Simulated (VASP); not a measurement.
Input of a VASP 6.6.1 run:

The input INCAR:

```
SYSTEM = Si53C
PREC     = Accurate       ! precision mode
ENCUT    = 600            ! plane-wave cutoff, eV
EDIFF    = 1E-7           ! SCF threshold, eV
ISMEAR   = 0              ! smearing method
SIGMA    = 0.05           ! smearing width, eV
LREAL    = Auto         
LASPH    = .TRUE.         ! aspherical terms in the spheres
NELM     = 120            ! most SCF steps
ALGO     = Fast           ! electronic algorithm
ISIF     = 2              ! what is computed and relaxed
LWAVE    = .FALSE.        ! write WAVECAR
LCHARG   = .FALSE.        ! write CHGCAR
GGA      = PE             ! functional
NBANDS   = 126            ! bands
NCORE    = 1            
KPAR     = 2
```

File KPOINTS:

```
Automatic mesh
0
G
  2 2 2
  0 0 0
```

Contents of POSCAR:

```
Si53C
1.0
    0.0000000000      8.1655535595      8.1655535595
    8.1655535595      0.0000000000      8.1655535595
    8.1655535595      8.1655535595      0.0000000000
C Si
1 53
Direct
    0.1666666667      0.1666666667      0.1666666667
    0.1666666667      0.1666666667      0.5000000000
    0.1666666667      0.1666666667      0.8333333333
    0.1666666667      0.5000000000      0.1666666667
    0.1666666667      0.5000000000      0.5000000000
    0.1666666667      0.5000000000      0.8333333333
    0.1666666667      0.8333333333      0.1666666667
    0.1666666667      0.8333333333      0.5000000000
    0.1666666667      0.8333333333      0.8333333333
    0.5000000000      0.1666666667      0.1666666667
    0.5000000000      0.1666666667      0.5000000000
    0.5000000000      0.1666666667      0.8333333333
    0.5000000000      0.5000000000      0.1666666667
    0.5000000000      0.5000000000      0.5000000000
    0.5000000000      0.5000000000      0.8333333333
    0.5000000000      0.8333333333      0.1666666667
    0.5000000000      0.8333333333      0.5000000000
    0.5000000000      0.8333333333      0.8333333333
    0.8333333333      0.1666666667      0.1666666667
    0.8333333333      0.1666666667      0.5000000000
    0.8333333333      0.1666666667      0.8333333333
    0.8333333333      0.5000000000      0.1666666667
    0.8333333333      0.5000000000      0.5000000000
    0.8333333333      0.5000000000      0.8333333333
    0.8333333333      0.8333333333      0.1666666667
    0.8333333333      0.8333333333      0.5000000000
    0.8333333333      0.8333333333      0.8333333333
    0.2500000000      0.2500000000      0.2500000000
    0.2500000000      0.2500000000      0.5833333333
    0.2500000000      0.2500000000      0.9166666667
    0.2500000000      0.5833333333      0.2500000000
    0.2500000000      0.5833333333      0.5833333333
    0.2500000000      0.5833333333      0.9166666667
    0.2500000000      0.9166666667      0.2500000000
    0.2500000000      0.9166666667      0.5833333333
    0.2500000000      0.9166666667      0.9166666667
    0.5833333333      0.2500000000      0.2500000000
    0.5833333333      0.2500000000      0.5833333333
    0.5833333333      0.2500000000      0.9166666667
    0.5833333333      0.5833333333      0.2500000000
    0.5833333333      0.5833333333      0.5833333333
    0.5833333333      0.5833333333      0.9166666667
    0.5833333333      0.9166666667      0.2500000000
    0.5833333333      0.9166666667      0.5833333333
    0.5833333333      0.9166666667      0.9166666667
    0.9166666667      0.2500000000      0.2500000000
    0.9166666667      0.2500000000      0.5833333333
    0.9166666667      0.2500000000      0.9166666667
    0.9166666667      0.5833333333      0.2500000000
    0.9166666667      0.5833333333      0.5833333333
    0.9166666667      0.5833333333      0.9166666667
    0.9166666667      0.9166666667      0.2500000000
    0.9166666667      0.9166666667      0.5833333333
    0.9166666667      0.9166666667      0.9166666667
```

Potentials or basis: VASP PAW PBE potentials, release 64 (C, Si).

Launch:

```bash
$ cat potpaw_PBE.64/C/POTCAR potpaw_PBE.64/Si/POTCAR > POTCAR
$ mpirun -np 4 vasp_std > vasp.out
```

(1) Estimate the band gap on the k mesh.

(2) Estimate the largest force.

(3) What does it give for the pressure?

Answers

(1) 0.38 eV, direct.

(2) 2.319 eV/Å.

(3) 0.0 GPa.
